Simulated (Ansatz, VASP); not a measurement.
## One calculation of AlN, two programs

```
Al N
1.0
     0.00000    2.00111    2.60144
     2.00111    0.00000    2.60144
     2.00111    2.00111    0.00000
Al N
1 1
Cartesian
  0.0000 0.0000 0.0000
  3.0017 3.0017 3.9022
```

Alike in both runs: task single point; functional PBE; k mesh 10 × 10 × 10; occupations gaussian, width 0.05 eV; no spin polarisation.

|  | VASP | Ansatz |
| --- | --- | --- |
| version | VASP 6.6.1 | Ansatz 0.2.0 |
| potentials or method | VASP PAW PBE potentials, release 64 (Al, N) | scalar-relativistic, plane waves, PAW |
| plane-wave cutoff (eV) | 520 | 420 |
| valence electrons in the cell | 8 | 8 |

|  | VASP | Ansatz | Ansatz less VASP |
| --- | --- | --- | --- |
| gap on the k mesh at the Fermi level (eV) | 2.19 | 2.20 | +0.011 |
| least direct gap on the mesh (eV) | 2.74 | 2.73 | -0.004 |
| pressure (GPa) | 1.0 | 1.3 | +0.28 |
| largest component of the traceless stress (GPa) | 46.36 | 46.20 | -0.155 |

A k mesh can miss the band edges. A hybrid or GW would open this gap; PBE tends to underestimate it.
